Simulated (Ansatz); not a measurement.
# Hf in Ansatz: convergence with xc grid

Hf:

```
Hf
1.0
     3.19670    0.00000    0.00000
    -1.59835    2.76842    0.00000
     0.00000    0.00000    5.05780
Hf
2
Direct
  0.67080 0.34630 0.75451
  0.32565 0.67287 0.24668
```

The cell isn't the ideal one: atoms moved at random, drawn with an rms of 0.05 Å.

| Quantity | Value |
| --- | --- |
| Program | Ansatz 0.2.0 |
| Task | convergence study |
| Functional | PBE |
| Potentials or basis | PseudoDojo stringent (PBE files) |
| Cutoff | 1796 eV |
| Density cutoff | 7184 eV |
| k mesh | 7 × 7 × 4 |
| Occupations | gaussian, width 0.05 eV |
| Spin | no spin polarisation |

These are the settings of the first run; the series varies xc grid, with any setting tied to it.

Hardware: 2 threads of Intel(R) Xeon(R) Processor @ 2.50GHz (Skylake/Cascade Lake) (shared host).

```
xc grid  energy less the tightest run, at zero smearing (meV/atom)  SCF cycles  CPU time (s)  peak memory (GiB)
      1                                                       0.00           9           110               0.95
      2                                                       0.00           9           100               0.97
      3                                                       0.00           9           110                1.1
      4                                                       0.00           9           110                1.3
      5                                                       0.00           9           120                1.7
```

Against the tightest run, the energy stays within 1 meV/atom from 1 on. The tightest run that finished is the yardstick and may itself not be fully converged.

Spin-orbit coupling is left out, which matters for the levels of Hf.
